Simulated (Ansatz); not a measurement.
# BaTiO$_{3}$: reading a single point

```
Ba Ti O
1.0
    -4.01524   -2.85923    2.86805
    -4.01524    2.85923   -2.86805
     0.00000    2.85923    2.86805
Ba Ti O
2 2 6
Direct
  0.00000 0.00000 0.00000
  0.50000 0.50000 0.00000
  0.00395 0.49605 0.50790
  0.50395 0.99605 0.50790
  0.24605 0.75395 0.49210
  0.74605 0.25395 0.49210
  0.24685 0.25315 0.50251
  0.74686 0.75314 0.50251
  0.00126 0.49874 0.99371
  0.50126 0.99874 0.99371
```

Level: PBE, with U_eff = 4.14 eV on Ti d (all-electron-ortho-atomic projectors), no spin polarisation; 420 eV; 5×5×6 Γ-centred mesh; fermi-dirac occupations (width 0.1 eV); Ansatz 0.2.0, fixed geometry.

(1) Metal or insulator? Give the gap.

(2) What does the stress say?

(3) Which orbitals make up the band edges?

(4) Where is the largest force?

(5) Describe some of the short contacts.

Origin: a database entry at a rescaled volume.

Answers

(1) The gap is 2.26 eV, indirect (the least direct gap found is 2.30 eV).

(2) The pressure is -0.7 GPa (compression positive), so with the atoms held at these fractions the cell would first shrink. The principal stresses -1.3, -0.6, -0.1 GPa differ, so its shape would change too.

(3) Within 0.7 eV of the edges, the states project mainly on O p (95 %) below the gap and on Ti d (91 %) above it.

(4) The largest is on O9 (and as large on other atoms): 0.15 eV/Å, components (0.00, 0.00, -0.15). It makes 44° with the line to a nearest neighbour, Ti3 at 1.97 Å, pointing towards it.

(5) Ti–O at 1.97 Å: least valence density 0.70 e/Å³ and ELF 0.22 there. Ba–O at 2.82 Å: least valence density 0.17 e/Å³ and ELF 0.09 there, a closed-shell (ionic or weak) contact. Both are smooth PAW fields, read partly inside the augmentation spheres.
